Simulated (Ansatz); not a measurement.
# Ta: stiffness from a series of strains

```yaml
crystal:
  lattice:
    - [0.00000, 2.11000, 2.11000]
    - [2.11000, 0.00000, 2.11000]
    - [2.11000, 2.11000, 0.00000]
  atoms:
    - { symbol: Ta, position: [0.00000, 0.00000, 0.00000] }
```

The cell is COD entry 1534932, as deposited and not checked against the literature; nothing was relaxed.

No spin–orbit coupling, which matters for the heavy atoms here.

Computed with DFT, PBE, all-electron LAPW, scalar-relativistic (Ansatz 0.2.0).

Numerical set-up: a Γ-centred 15×15×15 k mesh, Fermi–Dirac smearing of 0.08 eV, basis error target 0.5 meV/atom, no spin polarisation.

The strain is applied along the Cartesian axes of the cell as listed (the other components stay zero). Fractional coordinates are held (clamped ions).

σ is the change of stress from the unstrained cell, which is at 0.57 GPa; tension is positive, so slopes are stress–strain coefficients at that pressure. In a metal the k mesh adds noise.

Only quantities that a quadratic follows smoothly over the whole series are listed; rougher ones are left out.

| εxx = εyy | σzz (GPa) | σxx (GPa) |
| --- | --- | --- |
| -0.0300 | -16.36 | -10.84 |
| -0.0100 | -4.93 | -3.44 |
| 0.0000 | 0.00 | 0.00 |
| 0.0100 | 4.51 | 3.23 |
| 0.0200 | 8.68 | 6.23 |
| 0.0300 | 12.50 | 9.03 |

Problem. Fit the series and read off the stiffness at zero strain.

Solution. Least-squares fits y = p0 + p1 x + p2 x² to the rows give σzz (GPa): p1 = 480, p2 = -2100; σxx (GPa): p1 = 331, p2 = -1000. So 2 C12 = 480 GPa and C11 + C12 = 331 GPa.

Problem. One run, at εxx = εyy = -0.0200, is withheld. Predict its row.

Solution. The fits give -10.46, -7.03; the run gave -10.38, -7.05.
